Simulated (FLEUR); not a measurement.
# Sn (Im-3m) in FLEUR: further runs

The runs below take Sn through equation of state, with PBEsol.

Program: FLEUR MaX-R8.1 (later development tree). These are calculated values, not measurements. Logs are shortened: lines on timing, memory, paths and dates and some standing lists are left out, and cuts for length are marked.

## Step 1: The structure

It takes space group Im-3m (No. 229, cubic). Conventional cell: a = 3.789 Å, b = 3.789 Å, c = 3.789 Å, α = 90.00°, β = 90.00°, γ = 90.00°. Sn (site symmetry m-3m) is surrounded by 8 Sn at 3.28 Å.

This isn't the form of Sn at room conditions, which is tetragonal (white tin).

## Step 2: Equation of state, PBEsol, 25.57 Å³/atom (volume scaled by 0.94)

Contents of inp.xml:

```xml
<?xml version="1.0" encoding="UTF-8" standalone="no"?>
<fleurInput fleurInputVersion="0.39">
   <comment>
      Sn                                                                                                  
   </comment>
   <calculationSetup>
      <cutoffs Kmax="4.1" Gmax="12.7" GmaxXC="12.7" numbands="0"/>
      <scfLoop itmax="60" minDistance="0.00001" maxIterBroyd="15" imix="Anderson" alpha="0.05" precondParam="0.0" spinf="2.0" sdNocoIR="T"/>
      <coreElectrons ctail="T" frcor="F" kcrel="0" coretail_lmax="0"/>
      <xcFunctional name="PBEs" relativisticCorrections="F"/>
      <magnetism jspins="1"/>
      <soc l_soc="F" theta="0.0" phi="0.0" spav="F"/>
      <expertModes spex="0" secvar="F"/>
      <geometryOptimization l_f="F" forcealpha="1.0" forcemix="BFGS" epsdisp="0.0005" epsforce="0.0002"/>
      <ldaU l_linMix="F" mixParam="0.05" spinf="1.0"/>
   </calculationSetup>
   <cell>
      <bzIntegration valenceElectrons="22.0" mode="hist" fermiSmearingEnergy="0.00183747">
         <kPointListSelection listName="default-1"/>
         <!-- k-points included here -->
         <xi:include xmlns:xi="http://www.w3.org/2001/XInclude" href="kpts.xml"> </xi:include>
      </bzIntegration>
      <!-- symmetry operations included here -->
      <xi:include xmlns:xi="http://www.w3.org/2001/XInclude" href="sym.xml"> </xi:include>
      <bulkLattice scale="0.9795861087">
         <bravaisMatrix>
            <row-1>   -3.5803730397631557     3.5803730397631557     3.5803730397631557</row-1>
            <row-2>    3.5803730397631557    -3.5803730397631557     3.5803730397631557</row-2>
            <row-3>    3.5803730397631557     3.5803730397631557    -3.5803730397631557</row-3>
         </bravaisMatrix>
      </bulkLattice>
   </cell>
   <atomSpecies>
      <species name="Tin (Sn)" element="Sn" atomicNumber="50">
         <mtSphere radius="2.66" gridPoints="879" logIncrement="0.015"/>
         <atomicCutoffs lmax="10" lnonsphr="10"/>
         <electronConfig flipSpins="F">
            <coreConfig>(1s1/2) (2s1/2) (2p1/2) (2p3/2) (3s1/2) (3p1/2) (3p3/2) (3d3/2) (3d5/2)</coreConfig>
            <valenceConfig>(4s1/2) (4p1/2) (4p3/2) (5s1/2) (4d3/2) (4d5/2) (5p1/2) (5p3/2)</valenceConfig>
            <stateOccupation state="(5p1/2)" spinUp="0.333333" spinDown="0.333333"/>
            <stateOccupation state="(5p3/2)" spinUp="0.666667" spinDown="0.666667"/>
         </electronConfig>
         <energyParameters s="5" p="5" d="4" f="4"/>
         <lo type="SCLO" l="0" n="4" eDeriv="0"/>
         <lo type="SCLO" l="1" n="4" eDeriv="0"/>
         <lo type="SCLO" l="1" n="4" eDeriv="1"/>
         <lo type="SCLO" l="2" n="4" eDeriv="2"/>
         <lo type="SCLO" l="3" n="4" eDeriv="2"/>
      </species>
   </atomSpecies>
   <atomGroups>
      <atomGroup species="Tin (Sn)">
         <relPos label="                   1">.0000000000 .0000000000 .0000000000</relPos>
         <force calculate="T" relaxXYZ="TTT"/>
      </atomGroup>
   </atomGroups>
   <output dos="F" band="F" slice="F">
      <checks vchk="F" cdinf="F"/>
      <bandDOS minEnergy="-.5*Htr" maxEnergy="0.5*Htr" sigma="0.015" storeEVData="T"/>
      <vacuumDOS vacdos="F" integ="F" star="F" nstars="0" locx1="0.0" locy1="0.0" locx2="0.0" locy2="0.0" nstm="0" tworkf="0.0"/>
      <unfoldingBand unfoldBand="F" supercellX="1" supercellY="1" supercellZ="1"/>
      <plotting iplot="0" polar="F">
         <plot TwoD="T" vec1="  1.0  0.0  0.0" vec2="  0.0  1.0  0.0" vec3="  0.0  0.0  1.0" zero="  0.0  0.0  0.0" file="plot"/>
      </plotting>
      <chargeDensitySlicing numkpt="0" minEigenval="0.0" maxEigenval="0.0" nnne="0" pallst="F"/>
      <specialOutput eonly="F"/>
      <moessbauerParams electricFieldGradient="T" isomerShift="T" coreHyperfine="T" valenceHyperfine="T"/>
      <magneticCircularDichroism mcd="F" energyLo="-10.0" energyUp="0.0"/>
   </output>
  <!-- We include the file relax.xml here to enable relaxations (see documentation) -->
  <xi:include xmlns:xi="http://www.w3.org/2001/XInclude" href="relax.xml"> <xi:fallback/> </xi:include>
</fleurInput>
```

Potentials or basis: all-electron, FLAPW.

Command:

```sh
$ inpgen -f crystal.txt -profile fastHighL
$ # inp.xml edited to the form shown
$ fleur_MPI
```

What it wrote:

```text
Welcome to FLEUR        (www.flapw.de)
      MaX-Release 8.1          (www.max-centre.eu)

 ========== k-point set info ==========
 Selected k-point list: default-1
 k-point list type: mesh
 10 x 10 x 10
 Number of k points: 47

 ------------Calculation Setup---------------------------
 Number of MPI-tasks      :            1
 Number of PE/node        :            1
 Number of OMP-threads    :            1
 Most efficient MPI parallelization for:
           1          47
 Additional eigenvalue parallelization possible
 Number of basis functions:          247
 Approximate size of matrices (H+S) per k-point:         0.001 GB
 --------------------------------------------------------
 Iteration:     1   Distance:       4.49071083 me/bohr^3
 Iteration:     2   Distance:       4.18934161 me/bohr^3
 Iteration:     3   Distance:       1.55921718 me/bohr^3
 Iteration:     4   Distance:       0.12998609 me/bohr^3
 Iteration:     5   Distance:       0.11189676 me/bohr^3
 Iteration:     6   Distance:       0.01361093 me/bohr^3
 Iteration:     7   Distance:       0.00280679 me/bohr^3
 Iteration:     8   Distance:       0.00157736 me/bohr^3
 Iteration:     9   Distance:       0.00009809 me/bohr^3
 Iteration:    10   Distance:       0.00006945 me/bohr^3
 Iteration:    11   Distance:       0.00000394 me/bohr^3

 ********************************************************************
 Run finished successfully
 Stop message:
   all done
 ********************************************************************
```

out.xml (last iteration):

```text
<iteration numberForCurrentRun="   11" overallNumber="   11">
         <energyParameters units="Htr">
            <atomicEP atomType="1" spin="1" branch="5s" branchLowest="-4.44" branchHighest="0.70" value="0.0281099655"/>
            <atomicEP atomType="1" spin="1" branch="5p" branchLowest="-2.82" branchHighest="1.31" value="0.2488280606"/>
            <atomicEP atomType="1" spin="1" branch="4d" branchLowest="-16.91" branchHighest="-0.45" value="-0.4662018586"/>
            <atomicEP atomType="1" spin="1" branch="4f" branchLowest="-9.99" branchHighest="1.83" value="0.6033281790"/>
            <loAtomicEP atomType="1" spin="1" branch="4s" branchLowest="-30.55" branchHighest="-4.44" value="-4.4444977392"/>
            <loAtomicEP atomType="1" spin="1" branch="4p" branchLowest="-25.17" branchHighest="-2.82" value="-2.8295082280"/>
            <loAtomicEP atomType="1" spin="1" branch="4p" branchLowest="-25.17" branchHighest="-2.82" value="-2.8295082280"/>
            <loAtomicEP atomType="1" spin="1" branch="4d" branchLowest="-16.91" branchHighest="-0.45" value="-0.4789381116"/>
            <loAtomicEP atomType="1" spin="1" branch="4f" branchLowest="-9.99" branchHighest="1.83" value="0.6033298495"/>
         </energyParameters>
         <eigenvalues>
            <eigenvaluesAt spin="1" ikpt="1" k_x="0.00000000" k_y="0.00000000" k_z="0.00000000">
                      -4.4445069162       -2.8209278891       -2.8209278891       -2.8209278891       -0.4850396800
                      -0.4850396800       -0.4850396800       -0.4788818737       -0.4788818737       -0.1186099475
                       0.6196044964        0.6196044964        0.6196044964        0.7550690066        0.7550690066
                       0.7550690066        0.7945866672        0.7945866672
            </eigenvaluesAt>
            <eigenvaluesAt spin="1" ikpt="2" k_x="0.00000000" k_y="0.00000000" k_z="0.10000000">
                      -4.4445059374       -2.8209440665       -2.8209346423       -2.8209273448       -0.4852397086
                      -0.4847661903       -0.4841189036       -0.4791019375       -0.4789049583       -0.1101702668
                       0.5511322419        0.5876306667        0.6069466460        0.7020602686        0.7148732885
                       0.7447763976        0.8214413271        0.8374203054
            </eigenvaluesAt>
            <eigenvaluesAt spin="1" ikpt="3" k_x="0.00000000" k_y="0.00000000" k_z="0.20000000">
                      -4.4445033826       -2.8209865852       -2.8209523979       -2.8209259495       -0.4857625007
                      -0.4842085329       -0.4816856497       -0.4795565195       -0.4789655519       -0.0847687919
                       0.4279089779        0.5331259047        0.5755198258        0.6619054470        0.6728501962
                       0.7551227569        0.8411481092        0.9239654309
            </eigenvaluesAt>
            <eigenvaluesAt spin="1" ikpt="4" k_x="0.00000000" k_y="0.00000000" k_z="0.30000000">
                      -4.4445002112       -2.8210391104       -2.8209742784       -2.8209242207       -0.4864075193
                      -0.4839971556       -0.4797033908       -0.4790366277       -0.4786281880       -0.0424091729
                       0.3069081968        0.4865341508        0.5431490245        0.6346255077        0.6428081505
                       0.7915322941        0.8639615967        1.0212679456
            </eigenvaluesAt>
         </eigenvalues>
         <bandgap value="0.0470651671" units="eV"/>
         <sumValenceSingleParticleEnergies value="-30.0945167756" units="Htr"/>
         <FermiEnergy value="0.3054095700" units="Htr"/>
         <valenceDensity>
            <mtCharges spin="1">
               <mtCharge atomType="1" total="20.2282404" s="3.2846441" p="6.9409413" d="9.9856180" f="0.0154160"/>
            </mtCharges>
            <spinDependentCharge spin="1" total="22.0000000" interstitial="1.7717596" mtSpheres="20.2282404"/>
            <totalCharge value="22.0000000000"/>
         </valenceDensity>
         <coreStates atomType="     1" atomicNumber=" 50" spin="1" kinEnergy="   6220.1304641974" eigValSum="  -3695.5530471672" lostElectrons=" 0.000000">
            <state n="1" l="0" j="0.5" energy="-1064.5455324417" weight="1.0000000000"/>
            <state n="2" l="0" j="0.5" energy="-160.2787638184" weight="1.0000000000"/>
            <state n="2" l="1" j="0.5" energy="-149.7046865109" weight="1.0000000000"/>
            <state n="2" l="1" j="1.5" energy="-141.2353068403" weight="2.0000000000"/>
            <state n="3" l="0" j="0.5" energy="-30.5464930086" weight="1.0000000000"/>
            <state n="3" l="1" j="0.5" energy="-26.2507693809" weight="1.0000000000"/>
            <state n="3" l="1" j="1.5" energy="-24.7042484807" weight="2.0000000000"/>
            <state n="3" l="2" j="1.5" energy="-17.1058608373" weight="2.0000000000"/>
            <state n="3" l="2" j="2.5" energy="-16.7864820355" weight="3.0000000000"/>
         </coreStates>
         <allElectronCharges>
            <spinDependentCharge spin="1" total="50.0000000" interstitial="1.7717596" mtSpheres="48.2282404"/>
            <totalCharge value="49.9999999999"/>
         </allElectronCharges>
         <moessbauerParams unitsHFF="kG" unitsIS="e/bohr^3" unitsEFG="Htr/bohr^2">
            <coreIsomerShift atomType="1" isTotal="193344.80532">
               <shell n="1" l="0" isomerShift="169102.90044"/>
               <shell n="2" l="0" isomerShift="19816.42886"/>
               <shell n="2" l="1" isomerShift="477.18261"/>
               <shell n="3" l="0" isomerShift="3848.20264"/>
               <shell n="3" l="1" isomerShift="100.09074"/>
               <shell n="3" l="2" isomerShift="0.00002"/>
            </coreIsomerShift>
            <isomerShift atomType="1" nucleusRadius="0.0001161" averageDensity="194198.71064"/>
            <electricFieldGradient atomType="1" VXX="0.00000" VYY="0.00000" VZZ="0.00000" asymParam="0.00000">
            </electricFieldGradient>
         </moessbauerParams>
         <totalEnergy                                    value="    -6176.3491643400" units="Htr">
            <sumOfEigenvalues                            value="    -3725.6475639428">
               <coreElectrons value="-3695.5530471672"/>
               <valenceElectrons value="-30.0945167756"/>
            </sumOfEigenvalues>
            <densityCoulombPotentialIntegral value="-10013.8554276636"/>
            <densityEffectivePotentialIntegral value="-10227.6290102197"/>
            <chargeDenXCDenIntegral value="-162.5959745960"/>
            <FockExchangeEnergyValence value="0.0000000000"/>
            <FockExchangeEnergyCore value="0.0000000000"/>
            <atomTypeDependentContributions atomType="1">
               <electronNucleiInteractionDifferentMTs value="7485.3027541692"/>
               <MadelungTerm value="-23.5041680199"/>
            </atomTypeDependentContributions>
            <tkbTimesEntropy value="0.0002276593"/>
            <freeEnergy value="-6176.3493919993"/>
            <extrapolationTo0K value="-6176.3492781696"/>
         </totalEnergy>
         <densityConvergence units="me/bohr^3">
            <chargeDensity spin="1" distance="0.0000039373"/>
         </densityConvergence>
      </iteration>
```

It took 12 s on 1 thread of Arm Neoverse V2, shared host; peak memory 0.07 GiB.

What came out:

```
Free energy                                           : -168067.0289 eV
Band gap on the k mesh                                : none (metal or under the smearing width)
Valence electrons inside the program's atomic spheres : Sn 20.23 (radii Sn 2.66 bohr)
```

## Step 3: Equation of state, PBEsol, 26.12 Å³/atom (volume scaled by 0.96)

Changes to inp.xml since step 2:

```diff
@@ -24,3 +24,3 @@
       <xi:include xmlns:xi="http://www.w3.org/2001/XInclude" href="sym.xml"> </xi:include>
-      <bulkLattice scale="0.9795861087">
+      <bulkLattice scale="0.9864848297">
          <bravaisMatrix>
```

Potentials or basis: all-electron, FLAPW.

Command:

```sh
$ inpgen -f crystal.txt -profile fastHighL
$ # inp.xml edited to the form shown
$ fleur_MPI
```

Run time: 13 s. Hardware: 1 thread of Arm Neoverse V2, shared host; peak memory 0.07 GiB.

It converged, with:

| Property | Result |
| --- | --- |
| Free energy | -168067.0300 eV |
| Band gap on the k mesh | none (metal or under the smearing width) |
| Valence electrons inside the program's atomic spheres | Sn 20.21 (radii Sn 2.66 bohr) |

## Step 4: Equation of state, PBEsol, 26.66 Å³/atom (volume scaled by 0.98)

Changes to inp.xml since step 3:

```diff
@@ -24,3 +24,3 @@
       <xi:include xmlns:xi="http://www.w3.org/2001/XInclude" href="sym.xml"> </xi:include>
-      <bulkLattice scale="0.9864848297">
+      <bulkLattice scale="0.9932883884">
          <bravaisMatrix>
```

Command:

```sh
$ inpgen -f crystal.txt -profile fastHighL
$ # inp.xml edited to the form shown
$ fleur_MPI
```

Wall time 13 s (1 thread of Arm Neoverse V2, shared host); peak memory 0.07 GiB.

The run converged. Its results:

| Property | Result |
| --- | --- |
| Free energy | -168067.0274 eV |
| Band gap on the k mesh | none (metal or under the smearing width) |
| Valence electrons inside the program's atomic spheres | Sn 20.19 (radii Sn 2.66 bohr) |

## Step 5: Equation of state, PBEsol, 27.20 Å³/atom

Changes to inp.xml since step 4:

```diff
@@ -24,3 +24,3 @@
       <xi:include xmlns:xi="http://www.w3.org/2001/XInclude" href="sym.xml"> </xi:include>
-      <bulkLattice scale="0.9932883884">
+      <bulkLattice scale="1.0000000000">
          <bravaisMatrix>
```

Command:

```sh
$ inpgen -f crystal.txt -profile fastHighL
$ # inp.xml edited to the form shown
$ fleur_MPI
```

Run time: 13 s. Hardware: 1 thread of Arm Neoverse V2, shared host; peak memory 0.07 GiB.

Results (log left out):

- Free energy: -168067.0216 eV
- Band gap on the k mesh: none (metal or under the smearing width)
- Valence electrons inside the program's atomic spheres: Sn 20.18 (radii Sn 2.66 bohr)

## Step 6: Equation of state, PBEsol, 27.75 Å³/atom (volume scaled by 1.02)

Changes to inp.xml since step 5:

```diff
@@ -24,3 +24,3 @@
       <xi:include xmlns:xi="http://www.w3.org/2001/XInclude" href="sym.xml"> </xi:include>
-      <bulkLattice scale="1.0000000000">
+      <bulkLattice scale="1.0066227096">
          <bravaisMatrix>
```

Potentials or basis: all-electron, FLAPW.

Command:

```sh
$ inpgen -f crystal.txt -profile fastHighL
$ # inp.xml edited to the form shown
$ fleur_MPI
```

It took 13 s on 1 thread of Arm Neoverse V2, shared host; peak memory 0.07 GiB.

The run converged. Its results:

| Item | Value |
| --- | --- |
| Free energy | -168067.0129 eV |
| Band gap on the k mesh | none (metal or under the smearing width) |
| Valence electrons inside the program's atomic spheres | Sn 20.16 (radii Sn 2.66 bohr) |

## Step 7: Equation of state, PBEsol, 28.29 Å³/atom (volume scaled by 1.04)

Changes to inp.xml since step 6:

```diff
@@ -24,3 +24,3 @@
       <xi:include xmlns:xi="http://www.w3.org/2001/XInclude" href="sym.xml"> </xi:include>
-      <bulkLattice scale="1.0066227096">
+      <bulkLattice scale="1.0131594038">
          <bravaisMatrix>
```

Command:

```sh
$ inpgen -f crystal.txt -profile fastHighL
$ # inp.xml edited to the form shown
$ fleur_MPI
```

Run time: 14 s. Hardware: 1 thread of Arm Neoverse V2, shared host; peak memory 0.07 GiB.

Results (log left out):

| Property | Result |
| --- | --- |
| Free energy | -168067.0017 eV |
| Band gap on the k mesh | none (metal or under the smearing width) |
| Valence electrons inside the program's atomic spheres | Sn 20.15 (radii Sn 2.66 bohr) |

## Step 8: Equation of state, PBEsol, 28.84 Å³/atom (volume scaled by 1.06)

Changes to inp.xml since step 7:

```diff
@@ -24,3 +24,3 @@
       <xi:include xmlns:xi="http://www.w3.org/2001/XInclude" href="sym.xml"> </xi:include>
-      <bulkLattice scale="1.0131594038">
+      <bulkLattice scale="1.0196128224">
          <bravaisMatrix>
```

Command:

```sh
$ inpgen -f crystal.txt -profile fastHighL
$ # inp.xml edited to the form shown
$ fleur_MPI
```

Run time: 14 s. Hardware: 1 thread of Arm Neoverse V2, shared host; peak memory 0.07 GiB.

The run converged. Its results:

```
Free energy                                           : -168066.9883 eV
Band gap on the k mesh                                : none (metal or under the smearing width)
Valence electrons inside the program's atomic spheres : Sn 20.14 (radii Sn 2.66 bohr)
```

## Step 9: Equation of state, PBEsol

Potentials or basis: all-electron, FLAPW.

This step only gathers the single runs of the series.

Results:

* Equilibrium volume: 26.00 Å³/atom
* Bulk modulus: 53 GPa
* Pressure derivative of the bulk modulus: 4.9

Energy against volume, from the lowest point:
| volume (Å³/atom) | energy (meV/atom) |
| --- | --- |
| 25.573 | 1.08 |
| 26.117 | 0.00 |
| 26.661 | 2.57 |
| 27.205 | 8.39 |
| 27.749 | 17.05 |
| 28.293 | 28.23 |
| 28.837 | 41.65 |
